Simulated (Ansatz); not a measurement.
Molecular dynamics on a 2×2×2 supercell (16 atoms) of RbCl (rocksalt), relaxed with r2SCAN. Forces come from PBE in Ansatz: a Langevin thermostat at fixed volume, 1700 K, steps of 3 fs. Classical nuclei, no spin polarisation; a few dozen steps show the first response, not equilibrium.

```yaml
crystal:
  lattice:
    - [0.0, 6.6116256371, 6.6116256371]
    - [6.6116256371, 0.0, 6.6116256371]
    - [6.6116256371, 6.6116256371, 0.0]
  atoms:
    - { symbol: Rb, position: [0.0, 0.0, 0.0] }
    - { symbol: Cl, position: [0.25, 0.25, 0.25] }
    - { symbol: Rb, position: [0.0, 0.0, 0.5] }
    - { symbol: Cl, position: [0.25, 0.25, 0.75] }
    - { symbol: Rb, position: [0.0, 0.5, 0.0] }
    - { symbol: Cl, position: [0.25, 0.75, 0.25] }
    - { symbol: Rb, position: [0.0, 0.5, 0.5] }
    - { symbol: Cl, position: [0.25, 0.75, 0.75] }
    - { symbol: Rb, position: [0.5, 0.0, 0.0] }
    - { symbol: Cl, position: [0.75, 0.25, 0.25] }
    - { symbol: Rb, position: [0.5, 0.0, 0.5] }
    - { symbol: Cl, position: [0.75, 0.25, 0.75] }
    - { symbol: Rb, position: [0.5, 0.5, 0.0] }
    - { symbol: Cl, position: [0.75, 0.75, 0.25] }
    - { symbol: Rb, position: [0.5, 0.5, 0.5] }
    - { symbol: Cl, position: [0.75, 0.75, 0.75] }
kpoints:
  mp_grid: { grid: [2, 2, 2] }
hamiltonian:
  xc: pbe
scf:
  occupations: { method: fermi_dirac, width: 0.146 }
md:
  ensemble: nvt_langevin
  temperature: 1700
  timestep: 3.0
  n_steps: 40
  initial_velocities: maxwell_boltzmann
  seed: 7204
```

Run as `ansatz run input.yaml --threads 4 --pin off --max-ram 3686MiB --backend cpu --events-out ev --progress --plain --runs-dir out`. Wall time 2.7 min on 4 threads of Arm Neoverse V1, on a shared host; peak host memory 1.6 GiB.

Task: How do temperature and energy develop?

Result: The temperature starts at 1594 K, is lowest at step 16 (847 K, 48 fs) and ends at 1193 K. The thermostat hasn't had time to restore it. The atoms start on their lattice sites with kinetic energy alone, so much of it first passes into potential energy. By the last step the atoms have moved 0.51 Å in the root mean square, the drift of the whole cell taken out, 0.70 Å at most.
```tsv
step	t (fs)	T (K)	free energy F from step 0 (meV/atom)	kinetic energy (meV/atom)	largest force (eV/Å)
0	0	1594	0.0	206.0	0.00
1	3	1700	0.7	219.7	0.09
2	6	1836	2.9	237.3	0.18
3	9	1795	6.5	232.0	0.28
4	12	1749	11.6	226.1	0.39
5	15	1792	18.0	231.6	0.52
6	18	1599	25.7	206.7	0.66
7	21	1596	34.2	206.2	0.82
8	24	1532	43.3	198.0	0.97
9	27	1522	52.2	196.8	1.08
10	30	1669	61.6	215.8	1.22
11	33	1597	71.4	206.4	1.35
12	36	1417	80.4	183.2	1.46
13	39	1227	89.0	158.6	1.58
14	42	885	97.1	114.4	1.68
15	45	886	103.7	114.6	1.73
16	48	847	108.8	109.5	1.72
17	51	910	113.2	117.7	1.67
18	54	928	116.7	119.9	1.59
19	57	1010	118.0	130.6	1.45
20	60	1152	118.8	148.9	1.39
21	63	1287	119.9	166.4	1.38
22	66	1221	120.8	157.8	1.36
23	69	1239	122.2	160.1	1.32
24	72	1292	124.0	167.0	1.26
25	75	1215	125.7	157.0	1.21
26	78	1222	126.6	157.9	1.13
27	81	1117	127.4	144.4	1.15
28	84	1203	128.3	155.5	1.23
29	87	1210	129.6	156.5	1.31
30	90	1381	131.4	178.5	1.36
31	93	1395	133.7	180.3	1.40
32	96	1473	136.1	190.4	1.41
33	99	1429	138.4	184.7	1.38
34	102	1240	141.0	160.2	1.44
35	105	1311	144.0	169.5	1.58
36	108	1369	147.0	177.0	1.71
37	111	1430	150.5	184.8	1.83
38	114	1263	154.9	163.3	1.95
39	117	1247	159.2	161.2	2.08
40	120	1193	163.8	154.2	2.21
```

Positions (Å) and forces (eV/Å) at step 40:
```
Rb  -0.232   0.008   0.177     0.000  -0.522   0.394
Cl   2.880   3.640   3.778     0.963  -0.087  -0.166
Rb   3.585   3.168  -0.282    -0.064   0.296   1.147
Cl   7.119   6.880   3.575    -0.571  -0.221  -0.034
Rb   3.579   0.425   3.545    -0.166  -0.028  -0.051
Cl   6.672   2.958   6.263    -0.266   0.627   0.543
Rb   7.259   2.927   3.317    -1.987  -0.209  -0.388
Cl   9.656   6.608   6.876     0.152  -0.402   0.083
Rb   0.071   3.454   3.104    -0.322  -0.735   0.049
Cl   2.761   6.886   6.674     0.875  -0.364   0.188
Rb   3.813   6.808   3.480    -0.203  -0.379   0.178
Cl   6.733   9.632   6.716    -0.215  -0.038   0.137
Rb   3.298   2.983   6.839    -0.063   0.634  -0.197
Cl   6.924   6.272  10.434    -0.254   0.750  -0.511
Rb   6.412   6.226   7.172     0.159   0.214  -0.475
Cl   9.809  10.213  10.177     1.963   0.462  -0.897
```
